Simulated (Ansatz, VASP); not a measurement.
# In: VASP beside Ansatz

File POSCAR:

```
In
1.0
    3.2904051372      0.0000000000      0.0000000000
   -1.6452025686      2.8495744376      0.0000000000
    0.0000000000      0.0000000000      5.4346859154
In
2
Direct
    0.6666666667      0.3333333333      0.7500000000
    0.3333333333      0.6666666667      0.2500000000
```

Contents of INCAR.step1:

```
SYSTEM = In
PREC = Accurate ; ENCUT = 520
ISMEAR = -1 ; SIGMA = 0.05
LREAL = .FALSE. ; LASPH = .TRUE.
NELM = 80 ; NBANDS = 20
GGA = PE ; ALGO = Normal
EDIFF = 1E-4 ; LWAVE = .TRUE.
LCHARG = .FALSE.
```

The input INCAR.step2:

```
SYSTEM = In
PREC = Accurate ; ENCUT = 520
EDIFF = 1E-6 ; ISMEAR = -1
SIGMA = 0.05 ; LREAL = .FALSE.
LASPH = .TRUE. ; NELM = 80
ALGO = Normal ; ISIF = 2
LWAVE = .FALSE. ; LCHARG = .TRUE.
METAGGA = R2SCAN ; LMIXTAU = .TRUE.
LELF = .TRUE. ; LVHAR = .TRUE.
NBANDS = 20 ; ISTART = 1
```

File KPOINTS:

```
Automatic mesh
0
G
  9 9 5
  0 0 0
```

File input.yaml:

```yaml
crystal:
  lattice:
    - [3.2904051372, 0.0, 0.0]
    - [-1.6452025686, 2.8495744376, 0.0]
    - [0.0, 0.0, 5.4346859154]
  atoms:
    - { symbol: In, position: [0.6666666667, 0.3333333333, 0.75] }
    - { symbol: In, position: [0.3333333333, 0.6666666667, 0.25] }
hamiltonian:
  xc: r2scan
  pseudopotentials: { kind: paw }
kpoints:
  mp_grid: { grid: [9, 9, 5] }
scf:
  occupations: { method: fermi_dirac, width: 0.05 }
output:
  forces: true
  stress: true
  eigenvalues: true
```

This isn't the form of In at room conditions, which is tetragonal.

Alike in both runs: task single point; functional r2SCAN; k mesh 9 × 9 × 5; occupations fermi-dirac, width 0.05 eV; no spin polarisation.

|  | VASP | Ansatz |
| --- | --- | --- |
| version | VASP 6.6.1 | Ansatz 0.2.0 |
| potentials or method | VASP PAW PBE potentials, release 64 (In_d) | Ansatz PAW |
| plane-wave cutoff (eV) | 520 | 500 |
| valence electrons in the cell | 26 | 26 |

```csv
,VASP,Ansatz,Ansatz less VASP
gap on the k mesh at the Fermi level (eV),none,none,-
pressure (GPa),1.5,1.6,+0.03
largest component of the traceless stress (GPa),0.68,0.68,+0.005
```

A gap of «none» marks a metal or a gap that the smearing closes.

Caveats: the PAW data sets were made with another functional, which shifts forces and pressure a little (VASP); the PAW data sets come from PBE, with cores solved anew for the run's functional, which leaves a small shift of forces and pressure (Ansatz).
